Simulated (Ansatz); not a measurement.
# AlAu2 (I4/mmm) in Ansatz: reference runs

Aim: a first look at AlAu2 with PBEsol, on the cell as given and on a disturbed one.

All numbers are computed with Ansatz 0.2.0; they aren't measurements. Logs are shortened: lines on timing, memory, paths and dates and some standing lists are left out, and cuts for length are marked.

## 1. Starting point

Symmetry: I4/mmm, No. 139, tetragonal system. Conventional cell: a = 3.343 Å, b = 3.343 Å, c = 8.798 Å, α = 90.00°, β = 90.00°, γ = 90.00°. Au (site symmetry 4mm) has 5 Al at 2.73 to 3.02 Å and 5 Au at 2.75 to 2.88 Å as nearest neighbours. Around Al (site symmetry 4/mmm) lie 10 Au at 2.73 to 3.02 Å.

The cell comes from a database or a generator and needn't be the stable form of this composition.

## 2. Single point, PBEsol

input.yaml reads:

```yaml
crystal:
  lattice:
    - [-1.671514475, 1.671514475, 4.39907524]
    - [1.671514475, -1.671514475, 4.39907524]
    - [1.671514475, 1.671514475, -4.39907524]
  atoms:
    - { symbol: Au, position: [0.3437272, 0.3437272, 0.0] }
    - { symbol: Au, position: [0.6562728, 0.6562728, 0.0] }
    - { symbol: Al, position: [0.0, 0.0, 0.0] }
hamiltonian:
  xc: pbesol
  pseudopotentials: { kind: paw }
kpoints:
  mp_grid: { grid: [11, 11, 11] }
scf:
  occupations: { method: fermi_dirac, width: 0.05 }
output:
  forces: true
  stress: true
  eigenvalues: true
```

Potentials or basis: Ansatz PAW.

Started as:

```
ansatz run input.yaml --threads 2 --pin off --max-ram 5632MiB --backend cpu --events-out ev --progress --plain --runs-dir out
```

Log:

```text
Warning: RAYON_NUM_THREADS=2 ignored (pool sized by the plan → 2); use --threads N
basis.fft_grid_basis auto: the FFT boxes are laid along the combinations [[1, 0, 1], [0, 1, 1], [0, 0, 1]] of the cell's own vectors, 3.343, 3.343 and 4.994 Å long. The dense box has 24×24×36 points. Along the cell's own vectors, as sized, it would have 36×36×36, 2.25 times as many. Of the 16 symmetry operations that the crystal satisfies within crystal.symmetry.tolerance (time reversal apart; of a slab, those that keep its plane) the dense box along the cell's own vectors carries 16, and the one as laid loses 12 of those. basis.fft_grid_basis: typed keeps the cell's own vectors: state it where this run's energies or levels are differenced outside the engine with another run's, or held beside a run that keeps those vectors.
Engine: ansatz 0.2.0, aarch64-unknown-linux-gnu
Pseudopotentials: kind: paw
Pseudopotential: Au, paw, valence charge 19, recommended cutoff 420 eV (normal), Au.paw.azcp
Pseudopotential: Al, paw, valence charge 3, recommended cutoff 420 eV (normal), Al.paw.azcp
Functional definition: PBEsol
  exchange = pbesol_x
  correlation = pbesol_c
Crystal: 3 atoms, lattice volume = 49.163 Å³
Basis set: ecut = 420 eV, 987 PW (Γ), FFT grids on a1+a3, a2+a3, a3, exchange–correlation on 48×48×72 points (8 copies of the dense FFT grid, shifted against one another)
Bands: 25, of which v1, the nominal top of the filled ones, is band 21 counted from 1 (20 counted from 0)
Symmetry: 16 space group operations
Space group: I4/mmm (ITA 139), of the structure as read, at distance tolerance 3.7e-5 Å
k-points: 126 of 1331
Non-local potential: Au, projectors of the file, l = 0: 3, l = 1: 2, l = 2: 2, l = 3: 1
Non-local potential: Al, projectors of the file, l = 0: 2, l = 1: 2, l = 2: 1
PAW form: soft (Blöchl's): semilocal exchange-correlation on the pseudo side does not see the compensation charge
PAW frozen core: Au, regenerated for the run's functional, and the local potential with it (the file was generated under x = pbe(κ = 0.804, μ = 0.2195149727645171), c = pbe(β = 0.06672455060314922))
PAW frozen core: Al, regenerated for the run's functional, and the local potential with it (the file was generated under x = pbe(κ = 0.804, μ = 0.2195149727645171), c = pbe(β = 0.06672455060314922))
PAW one-centre angular grid: Au, 590 points (default); XC on 64 Gauss nodes
PAW one-centre angular grid: Al, 110 points (default); XC on 64 Gauss nodes
Initial density: superposition of atomic densities (neutral atoms: chi_scale 0, normalization atom), corrected by the library's trained network
Initial wavefunctions: pseudopotential atomic-orbital guess
Functional: x = pbesol(κ = 0.804, μ = 0.12345679012345678), c = pbesol(β = 0.046)
SCF iter   1: F=—  HF=-26539.804849 eV  |F-HF|=—  |Δ(HF+E_count)|=         —  Δρ=3.73e-3  dr2=7.92e-3  ethr=1.77e-3  ⟨swp⟩=5.6  Hψ=12295  notcnv=0
preconditioner: auto → Kerker (q_TF=auto, 2.647 Å⁻¹)  [metal: Δε(μ)=0.059 eV  Ē_g=9.413 eV  σ=0.050 eV  W_gap=0.28  n_scr=10 (ndim 8)  ℏωp=26.5 eV  f_vac=0.000  D(μ)=0.72/eV (n_scr^D=2)]
SCF iter   2: F=—  HF=-26539.804654 eV  |F-HF|=—  |Δ(HF+E_count)|=   1.95e-4  Δρ=2.28e-3  dr2=3.55e-3  ethr=1.93e-5  ⟨swp⟩=1.7  Hψ=4475  notcnv=0
SCF iter   3: F=—  HF=-26539.803627 eV  |F-HF|=—  |Δ(HF+E_count)|=   1.03e-3  Δρ=3.51e-4  dr2=9.54e-5  ethr=8.65e-6  ⟨swp⟩=2.4  Hψ=4569  notcnv=0
SCF iter   4: F=—  HF=-26539.803575 eV  |F-HF|=—  |Δ(HF+E_count)|=   5.20e-5  Δρ=8.72e-5  dr2=2.72e-6  ethr=2.33e-7  ⟨swp⟩=2.1  Hψ=4523  notcnv=0
SCF iter   5: F=—  HF=-26539.803575 eV  |F-HF|=—  |Δ(HF+E_count)|=   4.28e-7  Δρ=2.83e-5  dr2=2.77e-7  ethr=6.63e-9  ⟨swp⟩=2.3  Hψ=5134  notcnv=0
SCF iter   6: F=-26539.803575 eV  HF=-26539.803575 eV  |F-HF|=1.43e-8  |Δ(HF+E_count)|=   5.28e-8  Δρ=6.35e-6  dr2=2.35e-8  ethr=2.44e-10  ⟨swp⟩=5.5  Hψ=12227  notcnv=0
SCF 1 converged in 6 iterations: F = -26539.803575 eV  dr2 = 2.35e-8
SCF converged after 6 iterations
Free energy (F): -26539.803575 eV
Harris-Foulkes:  -26539.803575 eV  (|F-HF|=1.43e-8)
Internal energy: -26539.797394 eV  (E = F + TS)
E sigma→0 (E₀):  -26539.800484 eV
Entropy (-TS):   -0.006181 eV (-2.060 meV/atom)
Fermi energy:    17.312892 eV
--- Per-component energies (eV) ---
  E_band       = -530.731679
  E_kinetic    = 1233.010492
  E_local      = -4436.083396  (includes V_loc(G=0)·N_el)
  E_nonlocal   = 160.810813
  E_hartree    = 1910.456586
  E_xc         = -494.479187
  E_vxc        = -581.007224  (∫ρ·V_xc dr)
  E_paw        = -19584.137594  (= ΣΔE_a)
  E_vpaw       = -728.385629  (= ΣTr[D̂ρ^β])
  E_aug_tail   = 0.002747  (compensation charges beyond the density's cutoff)
  E_ewald      = -5330.015950
  E_core_change = 0.638097  (= ΣΔE_core)
  E_smearing   = -0.006181  (= −TS)
  E_closure    = 0.000000  (closes the sum)
  Σ components = -26539.803575   (vs F -26539.803575, Δ=0.00e0)
--- Forces (eV/Å), atoms counted from 1 ---
  atom   1  Au    -0.00000000    -0.00000000    -0.05536715
  atom   2  Au     0.00000000     0.00000000     0.05536715
  atom   3  Al    -0.00000000    -0.00000000     0.00000000
  max |Σ_I F_I| component: 2.08e-17 eV/Å
--- Stress (GPa, compression-positive) ---
       -2.307051       0.000000      -0.000000
        0.000000      -2.307051       0.000000
       -0.000000      -0.000000      -2.212078
  P = ⅓ Tr σ = -2.2754 GPa (-22.754 kbar)
--- Band table (eV; the first three rows and the last of 126) ---
  k-point 0: bands = ["-88.9525", "-88.9403", "-40.4321", "-40.3432", "-40.3432", "-40.2877", "-40.2877", "-40.2682", "6.3471", "10.5839", "11.0126", "11.9083", "12.2416", "12.2744", "12.4755", "12.4755", "12.5565", "12.5565", "13.8483", "16.1307", "18.4052", "23.1299", "23.1299", "24.0082", "24.0082"]
  k-point 1: bands = ["-88.9521", "-88.9405", "-40.4312", "-40.3453", "-40.3422", "-40.2932", "-40.2882", "-40.2669", "6.6031", "10.7443", "11.0986", "11.6690", "11.9088", "12.0334", "12.4881", "12.5511", "12.6342", "12.8148", "13.8445", "16.6133", "18.5486", "21.5213", "22.2095", "22.4866", "23.5386"]
  k-point 2: bands = ["-88.9511", "-88.9412", "-40.4283", "-40.3509", "-40.3380", "-40.3084", "-40.2898", "-40.2648", "7.3293", "11.0997", "11.1954", "11.3220", "11.5448", "12.0618", "12.1990", "12.4833", "12.5761", "13.1928", "13.9181", "17.7425", "18.9893", "19.8411", "20.9899", "21.0783", "22.3281"]
  k-point 125: bands = ["-88.9481", "-88.9446", "-40.3774", "-40.3509", "-40.3468", "-40.3317", "-40.2797", "-40.2785", "8.3217", "8.9064", "10.5953", "10.6955", "11.6329", "11.6753", "12.3718", "12.7648", "13.5289", "13.8656", "13.9523", "14.5026", "19.2193", "20.3488", "24.1102", "24.4695", "25.4092"]
```

It took 3.7 s on 2 threads of Arm Neoverse V1, shared host; peak memory 0.39 GiB.

Results:

- Free energy: -26539.8036 eV
- Pressure: -2.3 GPa
- Largest force: 0.055 eV/Å
- Band gap on the k mesh: none (metal or under the smearing width)

Forces in eV/Å, atoms in the order of the input:
```
Au   0.000  0.000 -0.055
Au   0.000  0.000  0.055
Al   0.000  0.000  0.000
```

Stress tensor (GPa, compression positive):
```
-2.31  0.00  0.00
 0.00 -2.31  0.00
 0.00  0.00 -2.21
```

Caveat: the PAW data sets come from PBE, with cores solved anew for the run's functional, which leaves a small shift of forces and pressure. Spin-orbit coupling is left out, which matters for the levels of Au.

## 3. Single point, PBEsol (atoms moved at random, drawn with an rms of 0.05 Å)

input.yaml, as its differences from that of step 2:

```diff
@@ -6,5 +6,5 @@
   atoms:
-    - { symbol: Au, position: [0.3437272, 0.3437272, 0.0] }
-    - { symbol: Au, position: [0.6562728, 0.6562728, 0.0] }
-    - { symbol: Al, position: [0.0, 0.0, 0.0] }
+    - { symbol: Au, position: [0.339357, 0.335106, -0.001156] }
+    - { symbol: Au, position: [0.664623, 0.646279, -0.004359] }
+    - { symbol: Al, position: [-0.007355, -0.009237, -0.010713] }
 hamiltonian:
```

Potentials or basis: Ansatz PAW.

Started as:

```
ansatz run input.yaml --threads 2 --pin off --max-ram 5632MiB --backend cpu --events-out ev --progress --plain --runs-dir out
```

Log:

```text
Warning: RAYON_NUM_THREADS=2 ignored (pool sized by the plan → 2); use --threads N
basis.fft_grid_basis auto: the FFT boxes are laid along the combinations [[1, 0, 1], [0, 1, 1], [0, 0, 1]] of the cell's own vectors, 3.343, 3.343 and 4.994 Å long. The dense box has 24×24×36 points. Along the cell's own vectors, as sized, it would have 36×36×36, 2.25 times as many. basis.fft_grid_basis: typed keeps the cell's own vectors: state it where this run's energies or levels are differenced outside the engine with another run's, or held beside a run that keeps those vectors.
Engine: ansatz 0.2.0, aarch64-unknown-linux-gnu
Pseudopotentials: kind: paw
Pseudopotential: Au, paw, valence charge 19, recommended cutoff 420 eV (normal), Au.paw.azcp
Pseudopotential: Al, paw, valence charge 3, recommended cutoff 420 eV (normal), Al.paw.azcp
Functional definition: PBEsol
  exchange = pbesol_x
  correlation = pbesol_c
Crystal: 3 atoms, lattice volume = 49.163 Å³
Basis set: ecut = 420 eV, 987 PW (Γ), FFT grids on a1+a3, a2+a3, a3, exchange–correlation on 48×48×72 points (8 copies of the dense FFT grid, shifted against one another)
Bands: 25, of which v1, the nominal top of the filled ones, is band 21 counted from 1 (20 counted from 0)
Symmetry: 1 space group operations
Space group: P1 (ITA 1), of the structure as read, at distance tolerance 3.7e-5 Å
k-points: 666 of 1331 (time reversal used)
Non-local potential: Au, projectors of the file, l = 0: 3, l = 1: 2, l = 2: 2, l = 3: 1
Non-local potential: Al, projectors of the file, l = 0: 2, l = 1: 2, l = 2: 1
PAW form: soft (Blöchl's): semilocal exchange-correlation on the pseudo side does not see the compensation charge
PAW frozen core: Au, regenerated for the run's functional, and the local potential with it (the file was generated under x = pbe(κ = 0.804, μ = 0.2195149727645171), c = pbe(β = 0.06672455060314922))
PAW frozen core: Al, regenerated for the run's functional, and the local potential with it (the file was generated under x = pbe(κ = 0.804, μ = 0.2195149727645171), c = pbe(β = 0.06672455060314922))
PAW one-centre angular grid: Au, 590 points (default); XC on 64 Gauss nodes
PAW one-centre angular grid: Al, 110 points (default); XC on 64 Gauss nodes
Initial density: superposition of atomic densities (neutral atoms: chi_scale 0, normalization atom), corrected by the library's trained network
Initial wavefunctions: pseudopotential atomic-orbital guess
Functional: x = pbesol(κ = 0.804, μ = 0.12345679012345678), c = pbesol(β = 0.046)
SCF iter   1: F=—  HF=-26539.789065 eV  |F-HF|=—  |Δ(HF+E_count)|=         —  Δρ=3.65e-3  dr2=7.72e-3  ethr=1.77e-3  ⟨swp⟩=5.6  Hψ=64764  notcnv=0
preconditioner: auto → Kerker (q_TF=auto, 2.647 Å⁻¹)  [metal: Δε(μ)=0.025 eV  Ē_g=9.393 eV  σ=0.050 eV  W_gap=0.13  n_scr=10 (ndim 8)  ℏωp=26.5 eV  f_vac=0.000  D(μ)=0.76/eV (n_scr^D=2)]
SCF iter   2: F=—  HF=-26539.788891 eV  |F-HF|=—  |Δ(HF+E_count)|=   1.74e-4  Δρ=2.23e-3  dr2=3.43e-3  ethr=1.88e-5  ⟨swp⟩=1.7  Hψ=23749  notcnv=0
SCF iter   3: F=—  HF=-26539.787890 eV  |F-HF|=—  |Δ(HF+E_count)|=   1.00e-3  Δρ=3.41e-4  dr2=8.96e-5  ethr=8.38e-6  ⟨swp⟩=2.4  Hψ=24369  notcnv=0
SCF iter   4: F=—  HF=-26539.787850 eV  |F-HF|=—  |Δ(HF+E_count)|=   3.98e-5  Δρ=8.85e-5  dr2=3.00e-6  ethr=2.19e-7  ⟨swp⟩=2.2  Hψ=24375  notcnv=0
SCF iter   5: F=—  HF=-26539.787850 eV  |F-HF|=—  |Δ(HF+E_count)|=   6.15e-7  Δρ=2.98e-5  dr2=3.16e-7  ethr=7.33e-9  ⟨swp⟩=2.2  Hψ=26464  notcnv=0
SCF iter   6: F=-26539.787850 eV  HF=-26539.787850 eV  |F-HF|=1.09e-8  |Δ(HF+E_count)|=   6.40e-8  Δρ=5.76e-6  dr2=1.94e-8  ethr=2.44e-10  ⟨swp⟩=5.3  Hψ=64398  notcnv=0
SCF 1 converged in 6 iterations: F = -26539.787850 eV  dr2 = 1.94e-8
SCF converged after 6 iterations
Free energy (F): -26539.787850 eV
Harris-Foulkes:  -26539.787850 eV  (|F-HF|=1.09e-8)
Internal energy: -26539.781547 eV  (E = F + TS)
E sigma→0 (E₀):  -26539.784698 eV
Entropy (-TS):   -0.006303 eV (-2.101 meV/atom)
Fermi energy:    17.310814 eV
--- Per-component energies (eV) ---
  E_band       = -529.981068
  E_kinetic    = 1232.961553
  E_local      = -4466.961409  (includes V_loc(G=0)·N_el)
  E_nonlocal   = 160.871360
  E_hartree    = 1926.257278
  E_xc         = -494.446809
  E_vxc        = -580.969441  (∫ρ·V_xc dr)
  E_paw        = -19584.155358  (= ΣΔE_a)
  E_vpaw       = -728.404924  (= ΣTr[D̂ρ^β])
  E_aug_tail   = 0.002769  (compensation charges beyond the density's cutoff)
  E_ewald      = -5314.949028
  E_core_change = 0.638097  (= ΣΔE_core)
  E_smearing   = -0.006303  (= −TS)
  E_closure    = 0.000000  (closes the sum)
  Σ components = -26539.787850   (vs F -26539.787850, Δ=0.00e0)
--- Forces (eV/Å), atoms counted from 1 ---
  atom   1  Au    -0.09330830     0.01690364     0.42865069
  atom   2  Au     0.09979916    -0.10292775    -0.44417272
  atom   3  Al    -0.00649135     0.08602697     0.01551745
  max |Σ_I F_I| component: 4.58e-6 eV/Å
--- Stress (GPa, compression-positive) ---
       -1.524964      -0.036912      -0.361284
       -0.036912      -1.526811       0.235915
       -0.361284       0.235915      -3.840806
  P = ⅓ Tr σ = -2.2975 GPa (-22.975 kbar)
--- Band table (eV; the first three rows and the last of 666) ---
  k-point 0: bands = ["-88.9333", "-88.9180", "-40.4008", "-40.3327", "-40.3323", "-40.2633", "-40.2609", "-40.2524", "6.3636", "10.5653", "10.9148", "11.9808", "12.1957", "12.3519", "12.5049", "12.5333", "12.5655", "12.5686", "13.9538", "16.2649", "18.2467", "23.2250", "23.2289", "23.9128", "23.9298"]
  k-point 1: bands = ["-88.9329", "-88.9183", "-40.4004", "-40.3350", "-40.3311", "-40.2671", "-40.2629", "-40.2508", "6.6211", "10.7132", "11.0027", "11.6546", "12.0102", "12.0841", "12.4368", "12.4846", "12.7365", "12.9392", "13.9478", "16.7146", "18.4028", "21.5638", "22.2459", "22.4531", "23.4703"]
  k-point 2: bands = ["-88.9319", "-88.9189", "-40.3989", "-40.3410", "-40.3266", "-40.2833", "-40.2634", "-40.2474", "7.3513", "11.0697", "11.1373", "11.2404", "11.6334", "12.1313", "12.1511", "12.5037", "12.6343", "13.3139", "14.0106", "17.8007", "18.8858", "19.8495", "20.9779", "21.1090", "22.2669"]
  k-point 665: bands = ["-88.9301", "-88.9204", "-40.3885", "-40.3530", "-40.3239", "-40.2914", "-40.2671", "-40.2533", "8.8205", "10.3875", "11.0881", "11.2379", "11.4813", "11.7478", "12.4085", "12.8554", "13.0989", "13.7477", "14.1470", "15.9993", "17.1811", "19.4529", "20.9274", "22.9831", "23.7931"]
```

Run time: 34 s. Hardware: 2 threads of Arm Neoverse V1, shared host; peak memory 0.9 GiB.

What came out:

```
Free energy            : -26539.7878 eV
Pressure               : -2.3 GPa
Largest force          : 0.467 eV/Å
Band gap on the k mesh : none (metal or under the smearing width)
```

Forces in eV/Å, atoms in the order of the input:
```
Au  -0.093  0.017  0.429
Au   0.100 -0.103 -0.444
Al  -0.006  0.086  0.016
```

Levels at points of the mesh, in eV from the Fermi level:
```tsv
k point	band 17	band 18	band 19	band 20	band 21	band 22	band 23	band 24	band 25
(0.00, 0.00, 0.00)	-4.75	-4.74	-3.36	-1.05	0.94	5.91	5.92	6.60	6.62
```

Caveat: the PAW data sets come from PBE, with cores solved anew for the run's functional, which leaves a small shift of forces and pressure. The run has no spin-orbit coupling, so splittings on Au are missing.
